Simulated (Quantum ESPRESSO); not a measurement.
Set up this calculation in Quantum ESPRESSO 7.5, as an ASE script.

```
Task                   : equation of state
Functional             : PBEsol
Dispersion             : D4
Potentials or basis    : PseudoDojo 0.4.1 SR PBEsol standard
Cutoff                 : 1143 eV
Density cutoff         : 4572 eV
k mesh                 : 5 × 5 × 7
Occupations            : fermi-dirac, width 0.05 eV
Spin                   : no spin polarisation
Dispersion computed by : dftd4 4.3.1 through ASE
Mixing beta            : 0.5
Most SCF iterations    : 120
SCF threshold          : 1.2e-09 Ry
```

The structure of SnO2 (Cassiterite) lies in SnO2.xyz:

```xyz
6
Lattice="4.7380000000 0.0000000000 0.0000000000 0.0000000000 4.7380000000 0.0000000000 0.0000000000 0.0000000000 3.1865000000" Properties=species:S:1:pos:R:3 pbc="T T T"
Sn     2.3690000000      2.3690000000      1.5932500000
Sn     0.0000000000      0.0000000000      0.0000000000
O      3.8240398000      0.9139602000      1.5932500000
O      3.2829602000      3.2829602000      0.0000000000
O      0.9139602000      3.8240398000      1.5932500000
O      1.4550398000      1.4550398000      0.0000000000
```

These files were run (other wordings do the same):

run.py

```python
import numpy as np
from ase.calculators.espresso import Espresso, EspressoProfile
from ase.io import read

atoms = read('SnO2.xyz')

input_data = {
    'control': {'calculation': 'scf', 'prefix': 'pwscf', 'outdir': './tmp', 'tprnfor': True, 'tstress': True, 'disk_io': 'nowf'},
    'system': {'ecutwfc': 84.0, 'nbnd': 36, 'occupations': 'smearing', 'smearing': 'fd', 'degauss': 0.00367493},
    'electrons': {'conv_thr': 1.2e-09, 'electron_maxstep': 120, 'mixing_beta': 0.5},
}
pseudopotentials = {'Sn': 'Sn.upf', 'O': 'O.upf'}
profile = EspressoProfile(command='pw.x', pseudo_dir='pseudo')
dft = Espresso(profile=profile, input_data=input_data, pseudopotentials=pseudopotentials, kpts=(5, 5, 7), koffset=(0, 0, 0))
from ase.calculators.mixing import SumCalculator
from dftd4.ase import DFTD4
d4 = DFTD4(method='pbesol')
atoms.calc = SumCalculator([dft, d4])

from ase.eos import EquationOfState
from ase.units import GPa
cell, v, e = atoms.cell.copy(), [], []
for x in [0.94, 0.96, 0.98, 1.0, 1.02, 1.04, 1.06]:
    atoms.set_cell(cell * x ** (1 / 3), scale_atoms=True)
    v.append(atoms.get_volume() / len(atoms))
    e.append(atoms.get_potential_energy() / len(atoms))
    print(f'V {v[-1]:.6f} A^3/atom  E {e[-1]:.8f} eV/atom')
v0, e0, b0 = EquationOfState(v, e, eos='birchmurnaghan').fit()
print(f'V0 {v0:.5f} A^3/atom  E0 {e0:.6f} eV/atom  B0 {b0 / GPa:.2f} GPa')
```

Potentials or basis: PseudoDojo 0.4.1 SR PBEsol standard.

Launch:

```console
$ OMP_NUM_THREADS=1 python run.py
```

It gave:

The equilibrium volume is 12.15 Å³/atom. The bulk modulus at fixed shape and positions is 203 GPa and the pressure derivative of the bulk modulus is 4.8.

Caveat: the cell was scaled at fixed shape and fractional positions, which overstates the stiffness of a crystal with free parameters, most of all of layers and chains.

Run time: 5.1 min on 1 thread of Intel(R) Xeon(R) 6975P-C (Granite Rapids) (shared host), peak memory 0.18 GiB.
